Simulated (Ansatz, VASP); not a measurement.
Si: VASP beside Ansatz

```xyz
2
Lattice="0.0000 2.7953 2.5117 2.7953 0.0000 2.5117 2.7953 2.7953 0.0000" Properties=species:S:1:pos:R:3 pbc="T T T"
Si    2.7953    2.7953    2.5117
Si    4.1930    4.1930    3.7676
```

Change from the starting cell: strain +e along x and -e along y +0.0000, strain +e along z and -e/2 along x and y -0.0700.

Alike in both runs: task single point; functional LDA; k mesh 12 × 12 × 12; occupations gaussian, width 0.05 eV; no spin polarisation.

|  | VASP | Ansatz |
| --- | --- | --- |
| version | VASP 6.6.1 | Ansatz 0.2.0 |
| potentials or method | VASP PAW LDA potentials, release 64 (Si) | scalar-relativistic, plane waves, PAW |
| plane-wave cutoff (eV) | 520 | 420 |
| valence electrons in the cell | 8 | 8 |

Ansatz gave:

```
gap on the k mesh at the Fermi level (eV)       : none
pressure (GPa)                                  : -0.1
largest component of the traceless stress (GPa) : 5.19
```

**Question.** Estimate VASP's values.

**Answer.** gap on the k mesh at the Fermi level (eV): none; pressure (GPa): -0.1; largest component of the traceless stress (GPa): 5.18.

A gap of «none» marks a metal or a gap that the smearing closes. Ansatz warned: «pseudo_functional_mismatch».
